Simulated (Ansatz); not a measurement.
AlN, NiAs type, relaxed with r2SCAN: space group P6_3/mmc (No. 194), hexagonal; conventional cell a = 2.833 Å, c = 4.841 Å, 8.41 Å³ an atom. Al is surrounded by 6 N at 2.03 Å; N is surrounded by 6 Al at 2.03 Å. One-shot G0W0@PBE in Ansatz 0.2.0 on a 6×6×4 mesh (contour deformation, no spin-orbit coupling), from a PBE gap of 5.010 eV over the mesh points (the G0W0 gap is indirect on the mesh); the number N of bands summed and the screening cutoff rise together. Simulation only: spin-unpolarised, and no claim that this is the phase found in nature.

```tsv
N	cutoff (eV)	1000/N	G0W0 gap (eV)
62	80	16.129	6.304
134	140	7.463	6.526
```

Task: Lay a straight line in 1000/N through these rows.

Result: The slope is -0.0256 eV per unit of 1000/N and the intercept 6.717 eV.

Task: Predict the gap at N = 240 (210 eV).

Result: 6.717 + (-0.0256) × 4.167 = 6.610 eV; the run gives 6.643 eV, +0.033 eV from the line.

Task: With that run's result added, what limit do the last two rows suggest?

Result: Their slope is (6.643 − 6.526)/(4.167 − 7.463) = -0.0355, which meets 1/N = 0 at 6.79 eV, against 6.717 eV from the first line. The slope steepens, so 1/N isn't yet asymptotic and the true limit probably lies higher still; the k mesh isn't extrapolated.
